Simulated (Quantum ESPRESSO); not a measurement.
Runs of Quantum ESPRESSO 7.5 on C. The structure is trigonal, space group R-3m (No. 166). Conventional cell: a = 2.466 Å, b = 2.466 Å, c = 24.848 Å, α = 90.00°, β = 90.00°, γ = 120.00°. Around C (site symmetry 3m) lie 3 C at 1.42 Å. Around C (site symmetry 3m) lie 3 C at 1.42 Å. This isn't the form of C at room conditions, which is graphite.

| task | level | potentials or basis | cutoff (eV) | form of the LDA correlation | gap on the mesh (eV) | pressure (GPa) | V0 of scaled cells (Å³/atom) | B0 (GPa) |
| --- | --- | --- | --- | --- | --- | --- | --- | --- |
| equation of state | PBEsol | GBRV 1.5 PBEsol | 612 | - | - | - | 10.82 | 226 |
| equation of state | LDA | GBRV 1.5 LDA | 612 | PZ81 | - | - | 10.61 | 233 |
| band structure | PBEsol | GBRV 1.5 PBEsol | 612 | - | 0.19 | (c) | - | - |
| equation of state | PBE | SSSP 1.3 efficiency PBE | 748 | - | - | - | (b) | (a) |
| band structure | LDA | GBRV 1.5 LDA | 612 | PZ81 | 0.19 | -6.4 | - | - |

Alike in all rows: no spin polarisation; cell as given; k mesh 12 × 12 × 12; smearing fermi-dirac 0.05 eV.

**Question.** Estimate the missing entries.

**Answer.** (a) 223; (b) 10.92; (c) -2.1.

Caveats: the cell was scaled at fixed shape and fractional positions, which overstates the stiffness of a crystal with free parameters, most of all of layers and chains (some runs); the mesh misses the band edges, which the band path finds closer together (some runs).
